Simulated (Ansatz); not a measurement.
One relaxed cell of MgF2 at several levels

A database entry relaxed whole under r2SCAN at zero pressure (P4_2/mnm, No. 136):

```xyz
6
Lattice="4.6259 0.0000 0.0000 0.0000 4.6259 0.0000 0.0000 0.0000 3.0494" Properties=species:S:1:pos:R:3 pbc="T T T"
Mg    0.0000    0.0000    0.0000
Mg    2.3130    2.3130    1.5247
F     1.4014    1.4014    0.0000
F     0.9116    3.7144    1.5247
F     3.2245    3.2245    0.0000
F     3.7144    0.9116    1.5247
```

Its volume is 10.88 Å³ an atom, -0.0 % against the entry's 10.88, which is old or was flagged in a check.

Single points on this cell with plane-wave PAW DFT (Ansatz 0.2.0; r2SCAN 500 eV, hybrids 420 eV; fermi-dirac occupations of width 0.020 eV; no moments): r2SCAN on a 6×6×10 Γ-centred mesh; HSE06 on a 4×4×6 Γ-centred mesh; PBE0 on a 4×4×6 Γ-centred mesh.

What does each level give for gap and charges?

The runs give:

```csv
level,"gap (eV), or kind",pressure (GPa),Bader charge of Mg (e),Bader charge of F (e)
r2SCAN,8.06,0.0,+1.80,-0.90
HSE06,9.45,0.9,+1.79,-0.90
PBE0,10.22,0.9,+1.79,-0.90
```

Under r2SCAN the gap is 8.06 eV, over mesh and band path. HSE06 moves it by +1.39 eV and PBE0 by +2.16 eV; PBE0 keeps its exact exchange at long range, which widens the gap over HSE06's by 0.77 eV on their common mesh.

Caveats: the relaxation kept the start's symmetry; HSE06 is read on its mesh and at the zone's corners, PBE0 on its mesh alone; hybrid pressures are good to a few tenths of a GPa; pressure is positive in compression.
